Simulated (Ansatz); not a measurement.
Co: single point with PBE

Co:

```
CELL_PARAMETERS angstrom
2.47200 0.00000 0.00000
-1.23600 2.14081 0.00000
0.00000 0.00000 4.02114
ATOMIC_POSITIONS crystal
Co 0.66667 0.33333 0.75000
Co 0.33333 0.66667 0.25000
```

| Item | Value |
| --- | --- |
| Program | Ansatz 0.2.0 |
| Task | single point |
| Functional | PBE |
| Potentials or basis | Ansatz PAW |
| Cutoff | 420 eV (not typed: the program's choice for these potentials) |
| k mesh | 12 × 12 × 7 |
| Occupations | gaussian, width 0.024 eV |
| Spin | collinear spin, ferromagnetic start |
| Starting moments | [2.0, 2.0] μB |

The pressure is 4.7 GPa, the band gap on the k mesh is none (metal or under the smearing width) and the net moment is 3.21 μB per cell. The absolute moment is 3.53 μB per cell. The site moments are Co +1.68 μB.

Stress tensor (GPa, compression positive):
```
5.84 0.00 0.00
0.00 5.84 0.00
0.00 0.00 2.48
```

Levels at points of the mesh, in eV from the Fermi level:
Spin up:
```
            k point  band 17  band 18  band 19  band 20  band 21  band 22
 (0.00, 0.00, 0.00)    -1.91    -0.79    -0.79    -0.25     6.39    22.01
(0.00, -0.50, 0.00)    -0.56    -0.49     1.34     3.39     9.71    10.36
```
Spin down:
| k point | band 11 | band 12 | band 13 | band 14 | band 15 | band 16 | band 17 | band 18 | band 19 | band 20 |
| --- | --- | --- | --- | --- | --- | --- | --- | --- | --- | --- |
| (0.00, 0.00, 0.00) | -1.04 | -0.98 | -0.98 | -0.60 | -0.60 | -0.31 | -0.14 | -0.14 | 1.11 | 1.11 |
| (0.00, -0.50, 0.00) | -3.37 | -1.93 | -1.12 | -1.09 | -0.65 | 1.27 | 1.37 | 1.44 | 2.62 | 4.39 |

It took 3.3 s on 2 threads of Intel(R) Xeon(R) Processor @ 2.70GHz (shared host), peak memory 0.38 GiB.
